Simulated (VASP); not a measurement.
# BeTe (F-43m) in VASP: a series of runs, part 2 of 2

VASP 6.6.1.

**5. Single point, LDA**

The input, run.py:

```python
from ase import Atoms
from ase.calculators.vasp import Vasp
from ase.dft.bandgap import bandgap

atoms = Atoms(
    ['Te', 'Be'],
    cell=[[0.0, 2.77, 2.77], [2.77, 0.0, 2.77], [2.77, 2.77, 0.0]],
    scaled_positions=[[0.75, 0.75, 0.75], [0.0, 0.0, 0.0]],
    pbc=True,
)
calc = Vasp(
    directory='calc',
    xc='lda',
    pp='LDA',
    setups='recommended',
    prec='Accurate',
    encut=520,
    ediff=1e-07,
    ismear=0,
    sigma=0.02,
    lreal=False,
    lasph=True,
    nelm=60,
    algo='Normal',
    isif=2,
    lwave=False,
    lcharg=False,
    kpts=[8, 8, 8],
    gamma=True,
)
atoms.calc = calc

print('energy (eV):', atoms.get_potential_energy())
print('free energy (eV):', atoms.get_potential_energy(force_consistent=True))
print('forces (eV/A):')
print(atoms.get_forces())
print('stress (eV/A^3, Voigt):', atoms.get_stress())
print('Fermi level (eV):', calc.get_fermi_level())
gap, top, bottom = bandgap(calc)
print('band gap (eV):', gap, 'from (spin, k, band)', top, 'to', bottom)
```

Potentials or basis: VASP PAW LDA potentials, release 64 (Te, Be).

Run with:

```sh
python run.py
```

Output:

```text
energy (eV): -8.72537232
free energy (eV): -8.72537232
forces (eV/A):
[[ 0.  0.  0.]
 [-0. -0. -0.]]
stress (eV/A^3, Voigt): [-0.00495633 -0.00495633 -0.00495633 -0.          0.         -0.        ]
Fermi level (eV): 5.63897271
band gap (eV): 1.7502999999999993 from (spin, k, band) (0, np.int64(0), np.int64(3)) to (0, np.int64(20), np.int64(4))
```

OUTCAR:

```text
ENCUT = 520.000000
   EDIFF = 1.00e-07
   PREC = Accurate
   ISIF = 2
   ISMEAR = 0
   NELM = 60
   LASPH = .TRUE.
   LREAL = .FALSE.

 ion  position               nearest neighbor table
   1  0.750  0.750  0.750-   2 2.40   2 2.40   2 2.40   2 2.40
   2  0.000  0.000  0.000-   1 2.40   1 2.40   1 2.40   1 2.40

  LATTYP: Found a face centered cubic cell.
 ALAT       =     5.5400000000

  Lattice vectors:

 A1 = (   0.0000000000,   2.7700000000,   2.7700000000)
 A2 = (   2.7700000000,   0.0000000000,   2.7700000000)
 A3 = (   2.7700000000,   2.7700000000,   0.0000000000)

Analysis of symmetry for initial positions (statically):
=====================================================================
 Subroutine PRICEL returns:
 Original cell was already a primitive cell.

 Routine SETGRP: Setting up the symmetry group for a
 face centered cubic supercell.

 Subroutine GETGRP returns: Found 24 space group operations
 (whereof 24 operations were pure point group operations)
 out of a pool of 48 trial point group operations.

The static configuration has the point symmetry T_d .

[... 166 lines left out ...]
 fundamental gap:      1.7503550540
 Fermi energy:         5.6389727093

 k-point     1 :       0.0000    0.0000    0.0000
  band No.  band energies     occupation
      1      -7.1407      2.00000
      2       5.5113      2.00000
      3       5.5113      2.00000
      4       5.5113      2.00000
      5       9.0532      0.00000
      6       9.0532      0.00000
      7       9.0532      0.00000
      8       9.6020      0.00000
[... 243 lines left out ...]
 k-point    24 :      -0.3750    0.2500    0.1250
  band No.  band energies     occupation
      1      -5.4218      2.00000
      2       0.1116      2.00000
      3       2.4415      2.00000
      4       3.4564      2.00000
      5       9.6269      0.00000
      6       9.9245      0.00000
      7      12.2835      0.00000
      8      13.3430      0.00000

 [... further k-points ...]

------------------------ aborting loop because EDIFF is reached ----------------------------------------

  FORCE on cell =-STRESS in cart. coord.  units (eV):
  Direction    XX          YY          ZZ          XY          YZ          ZX
  --------------------------------------------------------------------------------------
  -------------------------------------------------------------------------------------
  Total        0.2106830      0.2106830      0.2106830     -0.0000000     -0.0000000     -0.0000000
  in kB        7.9409174      7.9409174      7.9409174     -0.0000000     -0.0000000     -0.0000000
  external PRESSURE =       7.9409174 kB  Pullay stress =       0.0000000 kB

 VOLUME and BASIS-vectors are now :
 -----------------------------------------------------------------------------
  energy-cutoff  :      520.00
  volume of cell :       42.51
      direct lattice vectors                 reciprocal lattice vectors
     0.000000000  2.770000000  2.770000000    -0.180505415  0.180505415  0.180505415
     2.770000000  0.000000000  2.770000000     0.180505415 -0.180505415  0.180505415
     2.770000000  2.770000000  0.000000000     0.180505415  0.180505415 -0.180505415

 POSITION                                       TOTAL-FORCE (eV/Angst)
 -----------------------------------------------------------------------------------
      4.15500      4.15500      4.15500         0.000000      0.000000      0.000000
      0.00000      0.00000      0.00000        -0.000000     -0.000000     -0.000000
 -----------------------------------------------------------------------------------
    total drift:                               -0.000000     -0.000000     -0.000000

  FREE ENERGIE OF THE ION-ELECTRON SYSTEM (eV)
  ---------------------------------------------------
  free  energy   TOTEN  =        -8.7253723151 eV

  energy  without entropy=       -8.7253723151  energy(sigma->0) =       -8.72537232
```

INCAR:

```text
ENCUT = 520.000000
SIGMA = 0.020000
EDIFF = 1.00e-07
ALGO = Normal
PREC = Accurate
ISIF = 2
ISMEAR = 0
NELM = 60
LASPH = .TRUE.
LCHARG = .FALSE.
LWAVE = .FALSE.
LREAL = .FALSE.
```

Run time: 7.6 s. Hardware: 1 thread of AMD EPYC 9R14 (Zen 4), shared host; peak memory 0.12 GiB.

What came out:

```
Free energy            : -8.7254 eV
Pressure               : 0.8 GPa
Band gap on the k mesh : 1.75 eV, indirect (least direct gap 3.54 eV)
```

Caveat: spin-orbit coupling is left out, which moves the levels of the heavy elements. A k mesh can miss the band edges.

**6. Overview**

```csv
task,level,potentials or basis,cell,cutoff (eV),smearing,gap on the mesh (eV),pressure (GPa),relaxed volume (Å³/atom)
relaxation of cell and atoms,BLYP+D3(BJ),"VASP PAW PBE potentials, release 64 (Te, Be)",relaxed,600,fermi-dirac 0.05 eV,2.16,0.0,21.56
relaxation of cell and atoms,BLYP+D4,"VASP PAW PBE potentials, release 64 (Te, Be)",relaxed,600,fermi-dirac 0.05 eV,2.22,0.0,22.10
single point,LDA,"VASP PAW LDA potentials, release 64 (Te, Be)",as given,520,gaussian 0.02 eV,1.75,0.8,-
```

Alike in all rows: no spin polarisation; k mesh 8 × 8 × 8.

Caveats: spin-orbit coupling is left out, which moves the levels of the heavy elements; the PAW data sets were made with another functional, which shifts forces and pressure a little (some runs).

Absolute energies hang on the potentials; compare differences alone.
